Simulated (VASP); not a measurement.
# K: intraband terms of a metal's spectrum

K, Fm-3m (no. 225), 1 atom in the cell. PBE, independent-particle dielectric function; PAW potentials K_sv (PBE set).

## Input

INCAR.step1:
```
PREC = Accurate
ENCUT = 300
ISMEAR = 1
SIGMA = 0.1
EDIFF = 1E-7
LASPH = True
KPAR = 4
LWAVE = False
LCHARG = True
LMAXMIX = 4
```

INCAR.step2:
```
PREC = Accurate
ENCUT = 300
ISMEAR = 0
SIGMA = 0.3
EDIFF = 1E-6
LASPH = True
KPAR = 4
LWAVE = True
LCHARG = False
LMAXMIX = 4
ICHARG = 11
NBANDS = 18
NEDOS = 3000
OMEGAMAX = 30
CSHIFT = 0.1
```

INCAR.step3, as INCAR.step2 but for:
```
- LWAVE = True
+ LWAVE = False
+ LOPTICS = True
+ ALGO = None
+ NELM = 1
+ ISTART = 1
```

INCAR.step4, as INCAR.step3 but for:
```
+ WPLASMAI = 0.03
```

INCAR.step5 to INCAR.step6 change the same tag again: WPLASMAI = 0.1, 0.3.

INCAR.step7, as INCAR.step6 but for:
```
- WPLASMAI = 0.3
+ RTIME = 20
```

INCAR.step8, as INCAR.step7 but for:
```
- RTIME = 20
+ RTIME = 1
```

INCAR.step9, as INCAR.step8 but for:
```
- RTIME = 1
+ LNABLA = True
```

INCAR.step10, as INCAR.step9 but for:
```
- ISMEAR = 0
- LNABLA = True
+ ISMEAR = -5
```

KPOINTS.step1:
```
k-points
0
Gamma
  7 7 7
```

KPOINTS.step2:
```
k-points
0
Gamma
  17 17 17
```

POSCAR:
```
K
1.0
    0.0000000000      3.3918728180      3.3918728180
    3.3918728180      0.0000000000      3.3918728180
    3.3918728180      3.3918728180      0.0000000000
K
1
Direct
    0.0000000000      0.0000000000      0.0000000000
```

Commands (each step's output is kept before the next begins):
```
cat potpaw_PBE.64/K_sv/POTCAR > POTCAR
cp INCAR.step1 INCAR
cp KPOINTS.step1 KPOINTS
mpirun -np 4 vasp_std > vasp.out
cp INCAR.step2 INCAR
cp KPOINTS.step2 KPOINTS
mpirun -np 4 vasp_std > vasp.out
cp INCAR.step3 INCAR
mpirun -np 4 vasp_std > vasp.out
cp INCAR.step4 INCAR
mpirun -np 4 vasp_std > vasp.out
cp INCAR.step5 INCAR
mpirun -np 4 vasp_std > vasp.out
cp INCAR.step6 INCAR
mpirun -np 4 vasp_std > vasp.out
cp INCAR.step7 INCAR
mpirun -np 4 vasp_std > vasp.out
cp INCAR.step8 INCAR
mpirun -np 4 vasp_std > vasp.out
cp INCAR.step9 INCAR
mpirun -np 4 vasp_std > vasp.out
cp INCAR.step10 INCAR
mpirun -np 4 vasp_std > vasp.out
```

## Result

- Bands: 18

One ground state, settings moved in the last step alone:

| Settings | Plasma frequency (eV) | Im ε at 0.5 eV | Im ε at 1 eV | Im ε at 2 eV | Im ε at 4 eV | Time (s) |
|---|---|---|---|---|---|---|
| interband part alone | 4.05 | 0.6 | 0.2 | 0.1 | 0.1 | 12 |
| Drude term, WPLASMAI 0.03 | 4.05 | 4.5 | 0.7 | 0.2 | 0.1 | 12 |
| Drude term, WPLASMAI 0.1 | 4.05 | 13.2 | 1.8 | 0.3 | 0.1 | 12 |
| Drude term, WPLASMAI 0.3 | 4.05 | 29.5 | 4.7 | 0.7 | 0.1 | 12 |
| relaxation time RTIME 20 fs | 4.05 | 4.9 | 0.7 | 0.2 | 0.1 | 11 |
| relaxation time RTIME 1 fs | 4.05 | 32.2 | 7.7 | 1.3 | 0.2 | 10 |
| transversal form (LNABLA) | 4.04 | 0.6 | 0.2 | 0.1 | 0.1 | 10 |
| tetrahedron method | – | – | – | – | – | no result |

VASP 6.6.1 took 122 s on 4 cores (AMD EPYC 7571), a shared host.
